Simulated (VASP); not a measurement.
Set up this calculation in VASP 6.6.1, as the native input.

```
Task                   : relaxation of cell and atoms
Functional             : PBE
Potentials or basis    : VASP PAW PBE potentials, release 64 (W)
Cutoff                 : 600 eV
k mesh                 : 12 × 12 × 12
Occupations            : fermi-dirac, width 0.05 eV
Spin                   : no spin polarisation
Further INCAR settings : ALGO = Normal; EDIFF = 1e-06; IBRION = 2; EDIFFG = -0.01; NSW = 40; ISIF = 3
```

The structure of W lies in POSCAR:

```
W
1.0
   -1.5823450000      1.5823450000      1.5823450000
    1.5823450000     -1.5823450000      1.5823450000
    1.5823450000      1.5823450000     -1.5823450000
W
1
Direct
    0.0000000000      0.0000000000      0.0000000000
```

These files were run (other wordings do the same):

INCAR

```
  PREC = Accurate
  ENCUT = 600
  EDIFF = 1E-6
  ISMEAR = -1
  SIGMA = 0.05
  LREAL = False
  LASPH = True
  NELM = 100
  ALGO = Normal
  ISIF = 3
  LWAVE = False
  LCHARG = False
  GGA = PE
  IBRION = 2
  NSW = 40
  EDIFFG = -0.01
```

KPOINTS

```
Automatic mesh
0
Gamma
  12 12 12
```

Potentials or basis: VASP PAW PBE potentials, release 64 (W).

Launch:

```console
$ cat potpaw_PBE.64/W/POTCAR > POTCAR
$ mpirun -np 1 vasp_std > vasp.out
```

It gave:

```
Relaxed volume                         : 15.96 Å³/atom
Relaxed cell                           : a = 2.747 Å, b = 2.747 Å, c = 2.747 Å, α = 109.47°, β = 109.47°, γ = 109.47°
Space group after relaxing (to 0.05 Å) : Im-3m (No. 229)
Energy gained by relaxing              : 0.8 meV/atom
Ionic steps                            : 3
Pressure after relaxing                : 0.0 GPa
Band gap on the k mesh                 : none (metal or under the smearing width)
```

Run time: 17 s on 1 thread of Intel(R) Xeon(R) Platinum 8375C CPU @ 2.90GHz (Ice Lake), with other jobs on the host, peak memory 0.15 GiB.
